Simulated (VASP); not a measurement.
# C (P6_3/mmc) in VASP: further runs, part 2 of 2

VASP 6.6.1.

## (4) Phonons, LDA

This run uses another cell than the first one, of 8.49 Å³/atom, 0.965 times its volume.

Contents of POSCAR:

```
C
1.0
    2.4462192788     -0.0000000000      0.0000000000
   -1.2231096395      2.1184880387     -0.0000000000
   -0.0000000000     -0.0000000000      6.5505956051
  C
     4
Direct
     0.0000000000000000    0.0000000000000000    0.2500000000000000
     0.0000000000000000    0.0000000000000000    0.7500000000000000
     0.3333333300000021    0.6666666699999979    0.2500000000000000
     0.6666666699999979    0.3333333300000021    0.7500000000000000
```

Contents of INCAR.step1:

```
PREC     = Accurate       # precision mode
ENCUT    = 600            # plane-wave cutoff, eV
EDIFF    = 1E-8           # SCF threshold, eV
ISMEAR   = 0              # smearing method
SIGMA    = 0.03           # smearing width, eV
LREAL    = False          # projectors in reciprocal space
LASPH    = True           # aspherical terms in the spheres
NELM     = 80             # most SCF steps
ALGO     = Fast           # electronic algorithm
ISIF     = 3              # what is computed and relaxed
LWAVE    = False          # write WAVECAR
LCHARG   = False          # write CHGCAR
GGA      = CA             # functional
KPAR     = 2            
IBRION   = 2              # ionic algorithm
NSW      = 40             # ionic steps
EDIFFG   = -0.002         # ionic threshold
```

Contents of INCAR.step2:

```
PREC     = Accurate       # precision mode
ENCUT    = 600            # plane-wave cutoff, eV
EDIFF    = 1E-8           # SCF threshold, eV
ISMEAR   = 0              # smearing method
SIGMA    = 0.03           # smearing width, eV
LREAL    = False          # projectors in reciprocal space
LASPH    = True           # aspherical terms in the spheres
NELM     = 80             # most SCF steps
ALGO     = Fast           # electronic algorithm
ISIF     = 2              # what is computed and relaxed
LWAVE    = False          # write WAVECAR
LCHARG   = False          # write CHGCAR
GGA      = CA             # functional
KPAR     = 2            
IBRION   = 6              # ionic algorithm
NFREE    = 2            
POTIM    = 0.015          # step
NSW      = 1              # ionic steps
```

Contents of KPOINTS:

```
Automatic mesh
0
Gamma
  12 12 4
```

Potentials or basis: VASP PAW LDA potentials, release 64 (C).

Launch:

```sh
cat potpaw_LDA.64/C/POTCAR > POTCAR
cp INCAR.step1 INCAR
mpirun -np 2 vasp_std > vasp.out
cp CONTCAR POSCAR
cp INCAR.step2 INCAR
mpirun -np 2 vasp_std > vasp.out
```

OUTCAR:

```text
PREC = Accurate
   ENCUT = 600
   EDIFF = 1E-8
   ISMEAR = 0
   LREAL = False
   LASPH = True
   NELM = 80
   ISIF = 2
   GGA = CA
   IBRION = 6
   NFREE = 2
   POTIM = 0.015
   NSW = 1

 ion  position               nearest neighbor table
   1  0.000  0.000  0.250-   3 1.41   3 1.41   3 1.41
   2  0.000  0.000  0.750-   4 1.41   4 1.41   4 1.41
   3  0.333  0.667  0.250-   1 1.41   1 1.41   1 1.41
   4  0.667  0.333  0.750-   2 1.41   2 1.41   2 1.41

  LATTYP: Found a hexagonal cell.
 ALAT       =     2.4462192788
 C/A-ratio  =     2.6778448121

  Lattice vectors:

 A1 = (   2.4462192788,   0.0000000000,   0.0000000000)
 A2 = (  -1.2231096395,   2.1184880387,   0.0000000000)
 A3 = (   0.0000000000,   0.0000000000,   6.5505956051)

Analysis of symmetry for initial positions (statically):
=====================================================================
 Subroutine PRICEL returns:
 Original cell was already a primitive cell.

 Routine SETGRP: Setting up the symmetry group for a
 hexagonal supercell.

 Subroutine GETGRP returns: Found 24 space group operations
 (whereof 12 operations were pure point group operations)
 out of a pool of 24 trial point group operations.

The static configuration has the point symmetry D_3d.
 The point group associated with its full space group is D_6h.

Analysis of symmetry for dynamics (positions and initial velocities):
=====================================================================
 Subroutine PRICEL returns:
 Original cell was already a primitive cell.

 Routine SETGRP: Setting up the symmetry group for a
 hexagonal supercell.

 Subroutine GETGRP returns: Found 24 space group operations
 (whereof 12 operations were pure point group operations)
 out of a pool of 24 trial point group operations.

The dynamic configuration has the point symmetry D_3d.
 The point group associated with its full space group is D_6h.

 Subroutine INISYM returns: Found 24 space group operations
 (whereof 12 operations are pure point group operations),
 and found     1 'primitive' translations

----------------------------------------------------------------------------------------

                                     Primitive cell

  volume of cell :      33.9471

  direct lattice vectors                    reciprocal lattice vectors
     2.446219279  0.000000000  0.000000000     0.408794097  0.236017382  0.000000000
    -1.223109640  2.118488039  0.000000000     0.000000000  0.472034763  0.000000000
     0.000000000  0.000000000  6.550595605     0.000000000  0.000000000  0.152657874

  length of vectors
     2.446219279  2.446219279  6.550595605     0.472034763  0.472034763  0.152657874

  position of ions in fractional coordinates (direct lattice)
     0.000000000  0.000000000  0.250000000
     0.000000000  0.000000000  0.750000000
     0.333333330  0.666666670  0.250000000
     0.666666670  0.333333330  0.750000000
[... 129 lines left out ...]
  free energy    TOTEN  =       -40.45294785 eV

  energy without entropy =      -40.45247184  energy(sigma->0) =      -40.45270985

------------------------ aborting loop because EDIFF is reached ----------------------------------------

  FORCE on cell =-STRESS in cart. coord.  units (eV):
  Direction    XX          YY          ZZ          XY          YZ          ZX
  --------------------------------------------------------------------------------------
  -------------------------------------------------------------------------------------
  Total        0.0021433      0.0021433      0.0040145     -0.0000000      0.0000000      0.0000000
  in kB        0.1011555      0.1011555      0.1894701     -0.0000000      0.0000000      0.0000000
  external PRESSURE =       0.1305937 kB  Pullay stress =       0.0000000 kB
[... 291 lines left out ...]
--------------------------------------- Ionic step        9  -------------------------------------------

 number of electron      16.0000000 magnetization

 Free energy of the ion-electron system (eV)
  ---------------------------------------------------
  ext. energy  EPLUGINS =         0.00000000
  ---------------------------------------------------
  free energy    TOTEN  =       -40.45097841 eV

  energy without entropy =      -40.45050407  energy(sigma->0) =      -40.45074124

 E-fermi :   4.8915     XC(G=0): -10.9568

 val. band max:        4.8863750201   @ k =   0.3333   0.3333   0.5000
 cond. band min:       4.8919371752   @ k =   0.3333   0.3333   0.2500
 fundamental gap:      0.0055621551
 Fermi energy:         4.8915280093

 k-point     1 :       0.0000    0.0000    0.0000
  band No.  band energies     occupation
      1     -14.7326      2.00000
      2     -14.3520      2.00000
      3      -3.9361      2.00000
      4      -1.6357      2.00000
      5       1.9159      2.00000
      6       1.9159      2.00000
      7       1.9392      2.00000
      8       1.9392      2.00000
      9       8.9298      0.00000
     10      13.3378      0.00000
     11      13.3559      0.00000
     12      13.4021      0.00000
[... 331 lines left out ...]
 k-point    24 :       0.3333    0.0000    0.2500
  band No.  band energies     occupation
      1     -12.0507      2.00000
      2     -11.8240      2.00000
      3      -4.6960      2.00000
      4      -4.5773      2.00000
      5      -0.8953      2.00000
      6      -0.8493      2.00000
      7      -0.4964      2.00000
      8       0.8951      2.00000
      9       9.4857      0.00000
     10      10.2724      0.00000
     11      12.6698      0.00000
     12      12.8443      0.00000

 [... further k-points ...]

------------------------ aborting loop because EDIFF is reached ----------------------------------------

  FORCE on cell =-STRESS in cart. coord.  units (eV):
  Direction    XX          YY          ZZ          XY          YZ          ZX
  --------------------------------------------------------------------------------------
  -------------------------------------------------------------------------------------
  Total        0.0017066      0.0017066      0.0003352     -0.0000000      0.0000000     -0.0000000
  in kB        0.0805431      0.0805431      0.0158181     -0.0000000      0.0000000     -0.0000000
  external PRESSURE =       0.0589681 kB  Pullay stress =       0.0000000 kB
[... 19 lines left out ...]
  FREE ENERGIE OF THE ION-ELECTRON SYSTEM (eV)
  ---------------------------------------------------
  free  energy   TOTEN  =       -40.4509784120 eV

  energy  without entropy=      -40.4505040742  energy(sigma->0) =      -40.45074124

 INTERNAL STRAIN TENSORS FROM DISPLACED ATOMS
 ============================================

 INTERNAL STRAIN TENSOR FOR ION    1 for displacements in x,y,z  (eV/Angst):
          X           Y           Z          XY          YZ          ZX
  --------------------------------------------------------------------------------
  x     0.00000    -0.00000     0.00000   -10.39643     0.00000     0.00000
  y   -10.39643    10.39643     0.00000    -0.00000     0.00000     0.00000
  z     0.00000    -0.00000     0.00000     0.00000     0.00000     0.00000

 INTERNAL STRAIN TENSOR FOR ION    4 for displacements in x,y,z  (eV/Angst):
          X           Y           Z          XY          YZ          ZX
  --------------------------------------------------------------------------------
  x     0.00000    -0.00000     0.00000   -10.80847     0.00000     0.00000
  y   -10.80847    10.80847    -0.00000    -0.00000     0.00000     0.00000
  z    -0.00000     0.00000     0.00000    -0.00000     0.00000     0.00000

 Eigenvectors and eigenvalues of the dynamical matrix
 ----------------------------------------------------

   1 f  =   46.728098 THz   293.601296 2PiTHz 1558.681560 cm-1   193.251797 meV
             X         Y         Z           dx          dy          dz
      0.000000  0.000000  1.637649    -0.294907    0.403824    0.000000
      0.000000  0.000000  4.912947    -0.294907    0.403824    0.000000
     -0.000000  1.412325  1.637649     0.294856   -0.403753   -0.000000
      1.223110  0.706163  4.912947     0.294856   -0.403753    0.000000
[... 71 lines left out ...]
  12 f/i=    1.161862 THz     7.300191 2PiTHz   38.755528 cm-1     4.805071 meV
             X         Y         Z           dx          dy          dz
      0.000000  0.000000  1.637649     0.294307   -0.403323   -0.000000
      0.000000  0.000000  4.912947    -0.294307    0.403323   -0.000000
     -0.000000  1.412325  1.637649     0.295149   -0.404476   -0.000000
      1.223110  0.706163  4.912947    -0.295149    0.404476   -0.000000

 ELASTIC MODULI CONTR FROM IONIC RELAXATION (kBar)
 Direction    XX          YY          ZZ          XY          YZ          ZX
 --------------------------------------------------------------------------------
 XX        -198.6259    198.6259     -0.0000      0.0000      0.0000     -0.0000
 YY         198.6259   -198.6259      0.0000      0.0000      0.0000      0.0000
 ZZ          -0.0000      0.0000     -0.0000      0.0000      0.0000     -0.0000
 XY           0.0000      0.0000      0.0000   -198.6259      0.0000     -0.0000
 YZ           0.0000      0.0000      0.0000      0.0000      0.0000      0.0000
 ZX          -0.0000      0.0000     -0.0000     -0.0000      0.0000     -0.0000
 --------------------------------------------------------------------------------
```

Wall time 92 s (2 MPI ranks of AMD EPYC 9R45 (Zen 5), shared host); peak memory 0.25 GiB.

Results:

```
Highest phonon frequency at Γ : 1559 cm⁻¹
Most unstable mode            : 39i cm⁻¹
```

Phonon frequencies in cm⁻¹ (negative: imaginary):
```tsv
q point	frequencies
(0.000, 0.000, 0.000)	-39 -39 0 0 0 85 872 887 1555 1555 1559 1559
```

Caveat: some modes are imaginary.

## (5) Dielectric tensor, LDA

This run uses another cell than the first one, of 8.49 Å³/atom, 0.965 times its volume.

Contents of INCAR:

```
PREC     = Accurate       # precision mode
ENCUT    = 600            # plane-wave cutoff, eV
EDIFF    = 1E-8           # SCF threshold, eV
ISMEAR   = 0              # smearing method
SIGMA    = 0.03           # smearing width, eV
LREAL    = False          # projectors in reciprocal space
LASPH    = True           # aspherical terms in the spheres
NELM     = 80             # most SCF steps
ALGO     = Fast           # electronic algorithm
ISIF     = 2              # what is computed and relaxed
LWAVE    = False          # write WAVECAR
LCHARG   = False          # write CHGCAR
GGA      = CA             # functional
LEPSILON = True           # dielectric tensor by DFPT
KPAR     = 2
```

Contents of KPOINTS:

```
Automatic mesh
0
Gamma
  21 21 6
```

Contents of POSCAR:

```
C                                       
1.0
    2.4462192788      0.0000000000      0.0000000000
   -1.2231096395      2.1184880387      0.0000000000
    0.0000000000      0.0000000000      6.5505956051
  C             
     4
Direct
     0.0000000000000000    0.0000000000000000    0.2500000000000000
     0.0000000000000000    0.0000000000000000    0.7500000000000000
     0.3333333300000021    0.6666666699999979    0.2500000000000000
     0.6666666699999979    0.3333333300000021    0.7500000000000000
```

Potentials or basis: VASP PAW LDA potentials, release 64 (C).

Launch:

```sh
cat potpaw_LDA.64/C/POTCAR > POTCAR
mpirun -np 2 vasp_std > vasp.out
```

OUTCAR:

```text
PREC = Accurate
   ENCUT = 600
   EDIFF = 1E-8
   ISMEAR = 0
   LREAL = False
   LASPH = True
   NELM = 80
   ISIF = 2
   GGA = CA
   LEPSILON = True

 ion  position               nearest neighbor table
   1  0.000  0.000  0.250-   3 1.41   3 1.41   3 1.41
   2  0.000  0.000  0.750-   4 1.41   4 1.41   4 1.41
   3  0.333  0.667  0.250-   1 1.41   1 1.41   1 1.41
   4  0.667  0.333  0.750-   2 1.41   2 1.41   2 1.41

  LATTYP: Found a hexagonal cell.
 ALAT       =     2.4462192788
 C/A-ratio  =     2.6778448121

  Lattice vectors:

 A1 = (   2.4462192788,   0.0000000000,   0.0000000000)
[... 624 lines left out ...]

 MACROSCOPIC STATIC DIELECTRIC TENSOR (including local field effects in DFT)
 ------------------------------------------------------
       13014.031035    -0.000001    -0.000000
          -0.000001 13014.031035     0.000000
          -0.000000    -0.000000     3.345345
 ------------------------------------------------------

 PIEZOELECTRIC TENSOR (including local field effects)  for field in x, y, z        (e  Angst)
          XX          YY          ZZ          XY          YZ          ZX
  --------------------------------------------------------------------------------
  x     0.00000     0.00000     0.00000     0.00000     0.00000     0.00000
  y     0.00000     0.00000     0.00000     0.00000     0.00000     0.00000
  z     0.00000     0.00000     0.00000     0.00000     0.00000     0.00000

 PIEZOELECTRIC TENSOR (including local field effects)  for field in x, y, z        (C/m^2)
          XX          YY          ZZ          XY          YZ          ZX
  --------------------------------------------------------------------------------
  x     0.00000     0.00000     0.00000     0.00000     0.00000     0.00000
  y     0.00000     0.00000     0.00000     0.00000     0.00000     0.00000
  z     0.00000     0.00000     0.00000     0.00000     0.00000     0.00000

 BORN EFFECTIVE CHARGES (including local field effects) (in |e|, cummulative output)
 ---------------------------------------------------------------------------------
 ion    1
    1   -36.36902     0.00000     0.00000
    2     0.00000   -36.36902     0.00000
    3    -0.00000     0.00000     0.08172
 ion    2
    1   -36.36902     0.00000     0.00000
    2     0.00000   -36.36902     0.00000
    3    -0.00000    -0.00000     0.08172
 ion    3
    1    36.36902    -0.00000     0.00000
    2    -0.00000    36.36902     0.00000
    3     0.00000     0.00000    -0.08172
 ion    4
    1    36.36902    -0.00000     0.00000
    2    -0.00000    36.36902     0.00000
    3     0.00000     0.00000    -0.08172
```

OSZICAR:

```text
N       E                     dE             d eps       ncg     rms          rms(c)
DAV:   1     0.490867812851E+02    0.49087E+02   -0.90489E+03  4608   0.138E+03
[... 13 lines left out ...]
RMM:   5    -0.232322531587E+00   -0.35622E-02   -0.70921E-04  7995   0.160E-01    0.823E-03
RMM:   6    -0.232246845025E+00    0.75687E-04   -0.56797E-05  8262   0.314E-02    0.389E-03
RMM:   7    -0.232233816614E+00    0.13028E-04   -0.40737E-06  7902   0.101E-02    0.128E-03
RMM:   8    -0.232266776540E+00   -0.32960E-04   -0.10067E-06  8060   0.424E-03    0.888E-05
RMM:   9    -0.232268778518E+00   -0.20020E-05   -0.46862E-07  8555   0.124E-03    0.371E-05
RMM:  10    -0.232267491622E+00    0.12869E-05   -0.54980E-07  7058   0.708E-04    0.166E-05
RMM:  11    -0.232266576183E+00    0.91544E-06   -0.42361E-07  6598   0.646E-04    0.544E-06
```

It took 4 min on 2 MPI ranks of AMD EPYC 9R45 (Zen 5), shared host; peak memory 0.58 GiB.

Results:

- Band gap on the k mesh: none (metal or under the smearing width)
- Electronic dielectric tensor (diagonal): 13014.03, 13014.03, 3.35
- Born charges (mean of the diagonal): C -24.22, +24.22 e

Electronic dielectric tensor:
```
13014.03     0.00     0.00
    0.00 13014.03     0.00
    0.00     0.00     3.35
```

Born effective charge tensors (e):
atom 1, C
```
-36.37   0.00   0.00
  0.00 -36.37   0.00
  0.00   0.00   0.08
```
atom 2, C
```
-36.37   0.00   0.00
  0.00 -36.37   0.00
  0.00   0.00   0.08
```
atom 3, C
```
36.37  0.00  0.00
 0.00 36.37  0.00
 0.00  0.00 -0.08
```
atom 4, C
```
36.37  0.00  0.00
 0.00 36.37  0.00
 0.00  0.00 -0.08
```

## (6) Summary

| task | level | potentials or basis | cell | k mesh | by perturbation theory | monkhorst-Pack mesh | gap on the mesh (eV) |
| --- | --- | --- | --- | --- | --- | --- | --- |
| phonons | PBE+D3(BJ) | VASP PAW PBE potentials, release 64 (C) | relaxed | 12 × 12 × 4 | no | - | - |
| dielectric tensor | PBE+D3(BJ) | VASP PAW PBE potentials, release 64 (C) | P6_3/mmc, 8.77 Å³/atom | 21 × 21 × 6 | - | no | none |
| phonons | LDA | VASP PAW LDA potentials, release 64 (C) | P6_3/mmc, 8.49 Å³/atom | 12 × 12 × 4 | no | - | - |
| dielectric tensor | LDA | VASP PAW LDA potentials, release 64 (C) | P6_3/mmc, 8.49 Å³/atom | 21 × 21 × 6 | - | no | none |

Alike in all rows: no spin polarisation; cutoff (eV) 600; smearing gaussian 0.03 eV.

Caveats: some modes are imaginary (some runs).

Absolute energies hang on the potentials; compare differences alone.
